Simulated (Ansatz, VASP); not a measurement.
## Ca: VASP beside Ansatz

```
CELL_PARAMETERS angstrom
3.82174 0.00000 0.00000
-1.91087 3.30972 0.00000
0.00000 0.00000 12.62817
ATOMIC_POSITIONS crystal
Ca 0.00000 0.00000 0.00000
Ca 0.00000 0.00000 0.50000
Ca 0.33333 0.66667 0.25000
Ca 0.66667 0.33333 0.75000
```

Alike in both runs: task single point; functional PBEsol; k mesh 7 × 7 × 5; occupations fermi-dirac, width 0.08 eV; no spin polarisation.

|  | VASP | Ansatz |
| --- | --- | --- |
| version | VASP 6.6.1 | Ansatz 0.2.0 |
| potentials or method | VASP PAW PBE potentials, release 64 (Ca_sv), cutoff 520 eV | all-electron LAPW, scalar-relativistic |

```csv
,VASP,Ansatz,Ansatz less VASP
pressure (GPa),0.4,0.4,-0.01
```

Ansatz ran all-electron here, so the differences hold the error of VASP's frozen core and of both bases.

Caveats: the PAW data sets were made with another functional, which shifts forces and pressure a little (VASP).
